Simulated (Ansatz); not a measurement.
Runs of Ansatz 0.2.0 on PbS (Galena). Symmetry: Fm-3m, No. 225, cubic system. The conventional cell has a = 5.931 Å, b = 5.931 Å, c = 5.931 Å, α = 90.00°, β = 90.00°, γ = 90.00°. Pb (site symmetry m-3m) has 6 S at 2.97 Å as nearest neighbours. S (site symmetry m-3m) has 6 Pb at 2.97 Å as nearest neighbours. 

```csv
task,level,potentials or basis,spin,k mesh,cutoff (eV),smearing,basis error allowed,gap on the mesh (eV),pressure (GPa)
single point,PBE,"all-electron LAPW, scalar-relativistic",off,8 × 8 × 8,178,gaussian 0.011 eV,0.001 eV/atom,0.36,2.2
band structure,PBE,"all-electron LAPW, scalar-relativistic",off,8 × 8 × 8,178,fermi-dirac 0.05 eV,0.001 eV/atom,0.36,2.2
band structure,RPBE,"all-electron LAPW, scalar-relativistic",off,8 × 8 × 8,178,fermi-dirac 0.05 eV,0.001 eV/atom,0.45,4.2
single point,PBE,"all-electron LAPW, scalar-relativistic",off,6 × 6 × 6,150,fermi-dirac 0.06 eV,0.004 eV/atom,0.36,2.2
phonons,PBE,"all-electron LAPW, scalar-relativistic",off,6 × 6 × 6,189,fermi-dirac 0.05 eV,0.001 eV/atom,0.36,-
band structure,LDA,"all-electron LAPW, relativistic spinors","SOC, no magnetisation",6 × 6 × 6,178,fermi-dirac 0.05 eV,0.001 eV/atom,0.21,(a)
single point,PBE,"all-electron LAPW, scalar-relativistic",off,8 × 8 × 8,178,gaussian 0.027 eV,0.001 eV/atom,0.36,2.2
```

Alike in all rows: cell as given.

Question: Estimate the missing entries.

Answer: (a) -3.3.

Caveats: spin-orbit coupling is left out, which as a rule narrows the gap of such compounds by several tenths of an eV (some runs).

A k mesh can miss the band edges, and rows without SOC leave out spin-orbit coupling on Pb.
